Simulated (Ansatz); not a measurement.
SiGe:

```
Ge Si
1.0
     3.90445    0.00000    0.00000
    -1.95223    3.38135    0.00000
     0.00000    0.00000    6.45078
Ge Si
2 2
Direct
  0.33333 0.66667 0.00039
  0.66667 0.33333 0.50039
  0.33333 0.66667 0.37461
  0.66667 0.33333 0.87461
```

The cell comes from a database or a generator and needn't be the stable form of this composition.

Base run:

```yaml
Program: Ansatz 0.2.0
Functional: LDA
Potentials_or_basis: Ansatz PAW
Cutoff: 420 eV
Density_cutoff: 1680 eV
k_mesh: 8 × 8 × 4
Occupations: fermi-dirac, width 0.05 eV
Spin: no spin polarisation
```

Its results: band gap on the k mesh 0.35 eV, direct; pressure -2.1 GPa; largest force 0.003 eV/Å.

Task: After a change of settings the same cell gave: band gap on the k mesh 0.66 eV, indirect (least direct gap 0.78 eV); pressure 0.0 GPa; largest force 0.016 eV/Å. Which change was it?
A. functional from LDA to PBEsol; spin from no spin polarisation to spin-orbit coupling, no magnetisation; potential files from those of the base run to others of the same set
B. k mesh from 8 × 8 × 4 to 12 × 12 × 4; occupations from fermi-dirac, width 0.05 eV to fixed; potential files from those of the base run to others of the same set
C. functional from LDA to r2SCAN; cutoff from 420 eV to 500 eV; density cutoff from 1680 eV to 2000 eV
D. functional from LDA to PBEsol

Result: C.

r2SCAN gives the wider gap, since meta-GGAs in the generalised Kohn-Sham scheme recover part of the derivative discontinuity.

Caveats: the PAW data sets come from PBE, with cores solved anew for the run's functional, which leaves a small shift of forces and pressure.

Not every run made on this cell is shown here.
